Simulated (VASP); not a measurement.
# Sn (Fd-3m) in VASP: further runs

One crystal, Sn, is run at these levels: LDA; tasks: relaxation of cell and atoms.

All numbers are computed with VASP 6.6.1; they aren't measurements. Logs are shortened: lines on timing, memory, paths and dates and some standing lists are left out, and cuts for length are marked.

### Step 1. Starting point

Symmetry: Fd-3m, No. 227, cubic system. The conventional cell has a = 6.467 Å, b = 6.467 Å, c = 6.467 Å, α = 90.00°, β = 90.00°, γ = 90.00°. Sn (site symmetry -43m) is surrounded by 4 Sn at 2.80 Å.

This isn't the form of Sn at room conditions, which is tetragonal (white tin).

### Step 2. Relaxation of cell and atoms, LDA

Input file INCAR:

```
ALGO = Normal
EDIFF = 1E-7
EDIFFG = -0.002
ENCUT = 350
IBRION = 2
ISIF = 3
ISMEAR = 0
LASPH = True
LCHARG = False
LREAL = False
LWAVE = False
NELM = 60
NSW = 80
PREC = Accurate
SIGMA = 0.02
```

Input file KPOINTS:

```
k-points
0
Gamma
  4 4 4
```

Input file POSCAR:

```
Sn
1.0
    0.0000000000      3.2333428000      3.2333428000
    3.2333428000      0.0000000000      3.2333428000
    3.2333428000      3.2333428000      0.0000000000
Sn
2
Direct
    0.0000000000      0.0000000000      0.0000000000
    0.2500000000      0.2500000000      0.2500000000
```

Potentials or basis: VASP PAW LDA potentials, release 64 (Sn_d).

The run is started by

```bash
$ cat potpaw_LDA.64/Sn_d/POTCAR > POTCAR
$ mpirun -np 1 vasp_std > vasp.out
```

OUTCAR:

```text
EDIFF = 1E-7
   EDIFFG = -0.002
   ENCUT = 350
   IBRION = 2
   ISIF = 3
   ISMEAR = 0
   LASPH = True
   LREAL = False
   NELM = 60
   NSW = 80
   PREC = Accurate

 ion  position               nearest neighbor table
   1  0.000  0.000  0.000-   2 2.80   2 2.80   2 2.80   2 2.80
   2  0.250  0.250  0.250-   1 2.80   1 2.80   1 2.80   1 2.80

  LATTYP: Found a face centered cubic cell.
 ALAT       =     6.4666856000

  Lattice vectors:

 A1 = (   0.0000000000,   3.2333428000,   3.2333428000)
 A2 = (   3.2333428000,   0.0000000000,   3.2333428000)
 A3 = (   3.2333428000,   3.2333428000,   0.0000000000)

Analysis of symmetry for initial positions (statically):
=====================================================================
 Subroutine PRICEL returns:
 Original cell was already a primitive cell.

 Routine SETGRP: Setting up the symmetry group for a
 face centered cubic supercell.

 Subroutine GETGRP returns: Found 48 space group operations
 (whereof 24 operations were pure point group operations)
 out of a pool of 48 trial point group operations.

The static configuration has the point symmetry T_d .
 The point group associated with its full space group is O_h .

Analysis of symmetry for dynamics (positions and initial velocities):
=====================================================================
 Subroutine PRICEL returns:
 Original cell was already a primitive cell.

 Routine SETGRP: Setting up the symmetry group for a
 face centered cubic supercell.

 Subroutine GETGRP returns: Found 48 space group operations
 (whereof 24 operations were pure point group operations)
 out of a pool of 48 trial point group operations.

The dynamic configuration has the point symmetry T_d .
 The point group associated with its full space group is O_h .

 Subroutine INISYM returns: Found 48 space group operations
 (whereof 24 operations are pure point group operations),
 and found     1 'primitive' translations

----------------------------------------------------------------------------------------

                                     Primitive cell

  volume of cell :      67.6060

  direct lattice vectors                    reciprocal lattice vectors
     0.000000000  3.233342800  3.233342800    -0.154638723  0.154638723  0.154638723
     3.233342800  0.000000000  3.233342800     0.154638723 -0.154638723  0.154638723
     3.233342800  3.233342800  0.000000000     0.154638723  0.154638723 -0.154638723

  length of vectors
     4.572637240  4.572637240  4.572637240     0.267842124  0.267842124  0.267842124

  position of ions in fractional coordinates (direct lattice)
     0.000000000  0.000000000  0.000000000
     0.250000000  0.250000000  0.250000000

  ion indices of the primitive-cell ions
   primitive index   ion index
                 1           1
                 2           2

----------------------------------------------------------------------------------------

 KPOINTS: k-points

Automatic generation of k-mesh.
 Grid dimensions read from file:
 generate k-points for:    4    4    4

 Generating k-lattice:

  Cartesian coordinates                     Fractional coordinates (reciprocal lattice)
    -0.038659681  0.038659681  0.038659681     0.250000000  0.000000000  0.000000000
     0.038659681 -0.038659681  0.038659681     0.000000000  0.250000000  0.000000000
     0.038659681  0.038659681 -0.038659681     0.000000000  0.000000000  0.250000000

  Length of vectors
     0.066960531  0.066960531  0.066960531

  Shift w.r.t. Gamma in fractional coordinates (k-lattice)
     0.000000000  0.000000000  0.000000000

 Subroutine IBZKPT returns following result:
 ===========================================

 Found      8 irreducible k-points:

 Following reciprocal coordinates:
            Coordinates               Weight
  0.000000  0.000000  0.000000      1.000000
  0.250000  0.000000  0.000000      8.000000
  0.500000  0.000000  0.000000      4.000000
  0.250000  0.250000  0.000000      6.000000
  0.500000  0.250000  0.000000     24.000000
 -0.250000  0.250000  0.000000     12.000000
  0.500000  0.500000  0.000000      3.000000
 -0.250000  0.500000  0.250000      6.000000
   k-points           NKPTS =      8   k-points in BZ     NKDIM =      8   number of bands    NBANDS=     18
   number of dos      NEDOS =    301   number of ions     NIONS =      2
   total plane-waves  NPLWV =  21952
   dimension x,y,z NGX =    28 NGY =   28 NGZ =   28
   dimension x,y,z NGXF=    56 NGYF=   56 NGZF=   56
   ions per type =               2
   NGX,Y,Z   is equivalent  to a cutoff of  10.18, 10.18, 10.18 a.u.
   NGXF,Y,Z  is equivalent  to a cutoff of  20.36, 20.36, 20.36 a.u.
 SYSTEM =  unknown system
   PREC   = accura    normal or accurate (medium, high low for compatibility)
   ISTART =      0    job   : 0-new  1-cont  2-samecut
   ICHARG =      2    charge: 1-file 2-atom 10-const
   ISPIN  =      1    spin polarized calculation?
   LNONCOLLINEAR =      F non collinear calculations
   LSORBIT =      F    spin-orbit coupling
   LASPH  =      T    aspherical Exc in radial PAW
   ENCUT  =  350.0 eV  25.72 Ry    5.07 a.u.   6.98  6.98  6.98*2*pi/ulx,y,z
   NELM   =     60;   NELMIN=  2; NELMDL= -5     # of ELM steps
   EDIFF  = 0.1E-06   stopping-criterion for ELM
   LREAL  =      F    real-space projection
   EDIFFG = -.2E-02   stopping-criterion for IOM
   NSW    =     80    number of steps for IOM
   IBRION =      2    ionic relax: 0-MD 1-quasi-New 2-CG
   NFREE  =      1    steps in history (QN), initial steepest desc. (CG)
   ISIF   =      3    stress and relaxation
   ISYM   =      2    0-nonsym 1-usesym 2-fastsym
   POTIM  = 0.5000    time-step for ionic-motion
   TEBEG  =    0.0;   TEEND  =   0.0 temperature during run
   PSTRESS=    0.0 pullay stress
   NELECT =      28.0000    total number of electrons
   NUPDOWN=      -1.0000    fix difference up-down
   EMIN   =  10.00;   EMAX   =-10.00  energy-range for DOS
   EFERMI =   0.00;   METHOD = LEGACY
   ISMEAR =     0;   SIGMA  =   0.02  broadening in eV -4-tet -1-fermi 0-gaus
   EFERMI_NEDOS =   21; number of points for ismear=-14 and -15
   IALGO  =     38    algorithm
   IMIX   =      4    mixing-type and parameters
     AMIX     =   0.40;   BMIX     =  1.00
     AMIX_MAG =   1.60;   BMIX_MAG =  1.00
  volume/ion in A,a.u.               =      33.80       228.11
  Fermi-wavevector in a.u.,A,eV,Ry     =   1.220298  2.306028 20.260793  1.489126
  Thomas-Fermi vector in A             =   2.355520
   LORBIT       =      0    0 simple, 1 ext, 2 COOP (PROOUT), +10 PAW based schemes
   GGA     = CA    functional components
   LHFCALC =     F    Hartree Fock is set to
   AEXX    =    0.0000 exact exchange contribution
   IVDW    =     0    specifies the selected vdW correction
   LEPSILON=     F    determine dielectric tensor
   LRPA    =     F    only Hartree local field effects (RPA)
 conjugate gradient relaxation of ions
 non-spin polarized calculation
 Gauss-broadening in eV      SIGMA  =   0.02
  energy-cutoff  :      350.00
  volume of cell :       67.61
 maximum number of plane-waves:      1036
   NGX = 13   NGY = 13   NGZ = 13

--------------------------------------- Ionic step        1  -------------------------------------------

 number of electron      28.0000024 magnetization

 Free energy of the ion-electron system (eV)
  ---------------------------------------------------
  ext. energy  EPLUGINS =         0.00000000
  ---------------------------------------------------
  free energy    TOTEN  =        -8.73862529 eV

  energy without entropy =       -8.73792005  energy(sigma->0) =       -8.73827267

------------------------ aborting loop because EDIFF is reached ----------------------------------------

  FORCE on cell =-STRESS in cart. coord.  units (eV):
  Direction    XX          YY          ZZ          XY          YZ          ZX
  --------------------------------------------------------------------------------------
  -------------------------------------------------------------------------------------
  Total        0.2238044      0.2238044      0.2238044      0.0000000      0.0000000      0.0000000
  in kB        5.3038837      5.3038837      5.3038837      0.0000000      0.0000000      0.0000000
  external PRESSURE =       5.3038837 kB  Pullay stress =       0.0000000 kB

 VOLUME and BASIS-vectors are now :
 -----------------------------------------------------------------------------
  energy-cutoff  :      350.00
  volume of cell :       67.61
      direct lattice vectors                 reciprocal lattice vectors
     0.000000000  3.233342800  3.233342800    -0.154638723  0.154638723  0.154638723
     3.233342800  0.000000000  3.233342800     0.154638723 -0.154638723  0.154638723
     3.233342800  3.233342800  0.000000000     0.154638723  0.154638723 -0.154638723

 POSITION                                       TOTAL-FORCE (eV/Angst)
 -----------------------------------------------------------------------------------
      0.00000      0.00000      0.00000         0.000000      0.000000      0.000000
      1.61667      1.61667      1.61667        -0.000000     -0.000000     -0.000000
 -----------------------------------------------------------------------------------
    total drift:                                0.000000      0.000000      0.000000

  FREE ENERGIE OF THE ION-ELECTRON SYSTEM (eV)
  ---------------------------------------------------
  free  energy   TOTEN  =        -8.7386252859 eV
[... 17 lines left out ...]
 VOLUME and BASIS-vectors are now :
 -----------------------------------------------------------------------------
  energy-cutoff  :      350.00
  volume of cell :       68.71
      direct lattice vectors                 reciprocal lattice vectors
    -0.000000000  3.250797871  3.250797871    -0.153808394  0.153808394  0.153808394
     3.250797871  0.000000000  3.250797871     0.153808394 -0.153808394  0.153808394
     3.250797871  3.250797871  0.000000000     0.153808394  0.153808394 -0.153808394

 POSITION                                       TOTAL-FORCE (eV/Angst)
 -----------------------------------------------------------------------------------
      0.00000      0.00000      0.00000         0.000000      0.000000     -0.000000
      1.62540      1.62540      1.62540        -0.000000     -0.000000      0.000000
 -----------------------------------------------------------------------------------
    total drift:                                0.000000      0.000000      0.000000

  FREE ENERGIE OF THE ION-ELECTRON SYSTEM (eV)
  ---------------------------------------------------
  free  energy   TOTEN  =        -8.7395982711 eV

  energy  without entropy=       -8.7388930341  energy(sigma->0) =       -8.73924565

--------------------------------------- Ionic step        3  -------------------------------------------

 number of electron      28.0000027 magnetization

 Free energy of the ion-electron system (eV)
  ---------------------------------------------------
  ext. energy  EPLUGINS =         0.00000000
  ---------------------------------------------------
  free energy    TOTEN  =        -8.73986333 eV

  energy without entropy =       -8.73915810  energy(sigma->0) =       -8.73951072

 E-fermi :   5.2803     XC(G=0):  -9.1789

 val. band max:        5.2802912151   @ k =   0.5000   0.0000   0.0000
 cond. band min:       5.4758414376   @ k =   0.0000   0.0000   0.0000
 fundamental gap:      0.1955502225
 Fermi energy:         5.2802912152

 k-point     1 :       0.0000    0.0000    0.0000
  band No.  band energies     occupation
      1     -16.1992      2.00000
      2     -16.1992      2.00000
      3     -16.1992      2.00000
      4     -16.1385      2.00000
      5     -16.1385      2.00000
      6     -15.8258      2.00000
[... 10 lines left out ...]
     17       7.5253      0.00000
     18       7.5253      0.00000

 k-point     2 :       0.2500    0.0000    0.0000
  band No.  band energies     occupation
      1     -16.2252      2.00000
      2     -16.2252      2.00000
      3     -16.1864      2.00000
      4     -16.0986      2.00000
      5     -16.0986      2.00000
      6     -15.8701      2.00000
[... 10 lines left out ...]
     17       8.4235      0.00000
     18       9.8041      0.00000
[... 137 lines left out ...]
 VOLUME and BASIS-vectors are now :
 -----------------------------------------------------------------------------
  energy-cutoff  :      350.00
  volume of cell :       68.36
      direct lattice vectors                 reciprocal lattice vectors
    -0.000000000  3.245277130  3.245277130    -0.154070047  0.154070047  0.154070047
     3.245277130  0.000000000  3.245277130     0.154070047 -0.154070047  0.154070047
     3.245277130  3.245277130  0.000000000     0.154070047  0.154070047 -0.154070047

 POSITION                                       TOTAL-FORCE (eV/Angst)
 -----------------------------------------------------------------------------------
      0.00000      0.00000      0.00000        -0.000000     -0.000000     -0.000000
      1.62264      1.62264      1.62264         0.000000      0.000000      0.000000
 -----------------------------------------------------------------------------------
    total drift:                                0.000000      0.000000      0.000000

  FREE ENERGIE OF THE ION-ELECTRON SYSTEM (eV)
  ---------------------------------------------------
  free  energy   TOTEN  =        -8.7398633346 eV

  energy  without entropy=       -8.7391580976  energy(sigma->0) =       -8.73951072

 reached required accuracy - stopping structural energy minimisation
```

Wall time 11 s (1 thread of Intel Xeon Platinum 8259CL at 2.50GHz (Skylake/Cascade Lake), shared host); peak memory 0.13 GiB.

What came out:

| Property | Result |
| --- | --- |
| Free energy | -8.7399 eV |
| Relaxed volume | 34.18 Å³/atom |
| Relaxed cell | a = 4.590 Å, b = 4.590 Å, c = 4.590 Å, α = 60.00°, β = 60.00°, γ = 60.00° |
| Space group after relaxing (to 0.05 Å) | Fd-3m (No. 227) |
| Energy gained by relaxing | 0.6 meV/atom |
| Ionic steps | 3 |
| Pressure after relaxing | 0.0 GPa |
| Band gap on the k mesh | none (metal or under the smearing width) |

Step by step:
```csv
step,energy change (eV),largest force (eV/Å),pressure (GPa),volume (Å³)
1,0.0000,0.0000,0.53,67.61
2,-0.0010,0.0000,-0.24,68.71
3,-0.0012,0.0000,0.00,68.36
```

Final structure:
```xyz
2
Lattice="0.0000 3.2453 3.2453 3.2453 0.0000 3.2453 3.2453 3.2453 0.0000" Properties=species:S:1:pos:R:3 pbc="T T T"
Sn    0.0000    0.0000    0.0000
Sn    1.6226    1.6226    1.6226
```

Caveat: the k mesh is coarse (spacing up to 0.42 Å⁻¹), so the values aren't converged.

### Step 3. Relaxation of cell and atoms, LDA

This run uses another cell than the first one, of 34.18 Å³/atom, 1.011 times its volume.

INCAR is that of step 2.

KPOINTS is that of step 2.

Input file POSCAR:

```
Sn                                      
1.0
   -0.0000000000      3.2452771298      3.2452771298
    3.2452771298      0.0000000000      3.2452771298
    3.2452771298      3.2452771298      0.0000000000
  Sn            
     2
Direct
     0.0000000000000000    0.0000000000000000    0.0000000000000000
     0.2500000000000000    0.2500000000000000    0.2500000000000000
```

Potentials or basis: VASP PAW LDA potentials, release 64 (Sn_d).

The run is started by

```bash
$ cat potpaw_LDA.64/Sn_d/POTCAR > POTCAR
$ mpirun -np 1 vasp_std > vasp.out
```

It took 4.7 s on 1 thread of Intel Xeon Platinum 8259CL at 2.50GHz (Skylake/Cascade Lake), shared host; peak memory 0.13 GiB.

The run converged. Its results:

| Property | Result |
| --- | --- |
| Free energy | -8.7409 eV |
| Pressure after relaxing | 0.0 GPa |
| Band gap on the k mesh | none (metal or under the smearing width) |

Final structure:
```
Sn
1.0
     0.00000    3.24528    3.24528
     3.24528    0.00000    3.24528
     3.24528    3.24528    0.00000
Sn
2
Direct
  0.00000 0.00000 0.00000
  0.25000 0.25000 0.25000
```

Levels at points of the mesh, in eV from the Fermi level:
```csv
k point,band 11,band 12,band 13,band 14,band 15,band 16,band 17,band 18
"(0.00, 0.00, 0.00)",-10.54,-0.69,0.20,0.20,0.20,2.25,2.25,2.25
"(0.50, 0.00, 0.00)",-8.92,-6.23,-1.01,-1.01,0.00,3.32,3.32,5.62
"(0.50, 0.50, 0.00)",-7.45,-7.45,-2.36,-2.36,0.86,0.86,7.75,7.75
```

Caveat: the k mesh is coarse (spacing up to 0.42 Å⁻¹), so the values aren't converged; the relaxation stopped at its first step, so nothing moved.
